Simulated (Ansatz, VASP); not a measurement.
Zr: VASP beside Ansatz

File INCAR:

```
PREC     = Accurate       # precision mode
ENCUT    = 520            # plane-wave cutoff, eV
EDIFF    = 1E-6           # SCF threshold, eV
ISMEAR   = 0              # smearing method
SIGMA    = 0.1            # smearing width, eV
LREAL    = False          # projectors in reciprocal space
LASPH    = True           # aspherical terms in the spheres
NELM     = 100            # most SCF steps
ALGO     = Normal         # electronic algorithm
ISIF     = 2              # what is computed and relaxed
LWAVE    = False          # write WAVECAR
LCHARG   = True           # write CHGCAR
GGA      = PS             # functional
LELF     = True           # ELF
LVHAR    = True         
NBANDS   = 19             # bands
```

Contents of KPOINTS:

```
regular mesh
0
Gamma
  6 6 4
```

POSCAR

```
Zr
1.0
    3.3952834591      0.0000000000      0.0000000000
   -1.6976417295      2.9404017286      0.0000000000
    0.0000000000      0.0000000000      5.2717585254
Zr
2
Direct
    0.3333333333      0.6666666667      0.2500000000
    0.6666666667      0.3333333333      0.7500000000
```

Input for Ansatz:

```yaml
crystal:
  lattice:
    - [3.3952834591, 0.0, 0.0]
    - [-1.6976417295, 2.9404017286, 0.0]
    - [0.0, 0.0, 5.2717585254]
  atoms:
    - { symbol: Zr, position: [0.3333333333, 0.6666666667, 0.25] }
    - { symbol: Zr, position: [0.6666666667, 0.3333333333, 0.75] }
basis:
  ecutwfc: 420
kpoints:
  mp_grid: { grid: [6, 6, 4] }
hamiltonian:
  xc: pbesol
scf:
  occupations: { method: gaussian, width: 0.1 }
output:
  forces: true
  stress: true
  eigenvalues: true
```

Alike in both runs: task single point; functional PBEsol; k mesh 6 × 6 × 4; occupations gaussian, width 0.1 eV; no spin polarisation.

|  | VASP | Ansatz |
| --- | --- | --- |
| version | VASP 6.6.1 | Ansatz 0.2.0 |
| potentials or method | VASP PAW PBE potentials, release 64 (Zr_sv) | scalar-relativistic, plane waves, PAW |
| plane-wave cutoff (eV) | 520 | 420 |
| valence electrons in the cell | 24 | 24 |

Ansatz gave:

| Property | Result |
| --- | --- |
| gap on the k mesh at the Fermi level (eV) | none |
| pressure (GPa) | -12.1 |
| largest component of the traceless stress (GPa) | 1.15 |

What did VASP give for the same quantities?

gap on the k mesh at the Fermi level (eV): none; pressure (GPa): -12.0; largest component of the traceless stress (GPa): 1.16.

A gap of «none» marks a metal or a gap that the smearing closes.

Caveats: the PAW data sets were made with another functional, which shifts forces and pressure a little (VASP).
